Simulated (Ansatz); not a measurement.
Crystal: Sn.

```xyz
2
Lattice="-2.9401 2.9401 1.5993 2.9401 -2.9401 1.5993 2.9401 2.9401 -1.5993" Properties=species:S:1:pos:R:3 pbc="T T T"
Sn    0.0000    0.0000    0.0000
Sn    0.0000    2.9401    0.7997
```

* Program: Ansatz 0.2.0
* Task: relaxation of cell and atoms
* Functional: LDA
* Potentials or basis: Ansatz PAW
* Cutoff: 420 eV (not typed: the program's choice for these potentials)
* k mesh: 9 × 9 × 9
* Occupations: fermi-dirac, width 0.05 eV
* Spin: no spin polarisation

At the start: volume 27.65 Å³/atom.

Task: Where does the relaxation end?

Result: It ends after 7 steps and the volume is 26.17 Å³/atom (-5.3 %); space group I4_1/amd (No. 141, to 0.05 Å).

The path:
```csv
step,energy change (eV),largest force (eV/Å),volume (Å³)
1,0.0000,0.0000,55.30
2,-0.0237,0.0000,51.23
3,-0.0283,0.0000,52.47
4,-0.0284,0.0000,52.36
5,-0.0279,0.0000,52.36
6,-0.0279,0.0000,52.35
7,-0.0279,0.0000,52.35
```

Final structure:
```
Sn
1.0
    -2.89345    2.89345    1.56311
     2.89345   -2.89345    1.56311
     2.89345    2.89345   -1.56311
Sn
2
Direct
  0.00000 0.00000 0.00000
  0.75000 0.25000 0.50000
```

Caveat: the plane-wave basis is chosen anew once the cell has moved, so the energies of steps on either side of that aren't comparable; the PAW data sets come from PBE, with cores solved anew for the run's functional, which leaves a small shift of forces and pressure.
